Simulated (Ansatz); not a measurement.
Set up this calculation in Ansatz 0.2.0, as the native input.

| Quantity | Value |
| --- | --- |
| Task | Born charges and dielectric tensor |
| Functional | PBEsol |
| Potentials or basis | all-electron PAW datasets made for the crystal |
| Cutoff | 580 eV (chosen from the basis error) |
| k mesh | 13 × 13 × 13 |
| Occupations | fixed |
| Spin | no spin polarisation |

BN:

```xyz
2
Lattice="0.0000 1.8130 1.8130 1.8130 0.0000 1.8130 1.8130 1.8130 0.0000" Properties=species:S:1:pos:R:3 pbc="T T T"
N     0.9065    0.9065    0.9065
B     0.0000    0.0000    0.0000
```

The cell is a database's computed one.

One way to write it, as run:

input.yaml

```yaml
crystal:
  lattice:
    - [0.0, 1.813001, 1.813001]
    - [1.813001, 0.0, 1.813001]
    - [1.813001, 1.813001, 0.0]
  atoms:
    - { symbol: "N", position: [0.25, 0.25, 0.25] }
    - { symbol: B, position: [0.0, 0.0, 0.0] }
kpoints:
  mp_grid: { grid: [13, 13, 13] }
scf:
  occupations: { method: fixed }
hamiltonian:
  xc: pbesol
  pseudopotentials: { kind: all_electron, datasets: crystal }
output: {}
dielectric: {}
```

Potentials or basis: all-electron PAW datasets made for the crystal.

Run with:

```bash
$ ansatz run input.yaml --threads 1 --pin off --max-ram 3072MiB --backend cpu --events-out ev --progress --plain --runs-dir out
```

It gave:

```json
{
  "Band gap on the k mesh": "4.35 eV, indirect (least direct gap 8.72 eV)",
  "Electronic dielectric tensor (diagonal)": "4.66",
  "Born charges (mean of the diagonal)": "N -1.91; B +1.91 e"
}
```

Caveat: the program warned that the printed levels may be off, so bands, gaps and densities of states are rough; an odd mesh through Γ misses points on the zone boundary, where band edges often lie.

Run time: 45 s on 1 thread of Arm Neoverse V2, with other jobs on the host, peak memory 1 GiB.
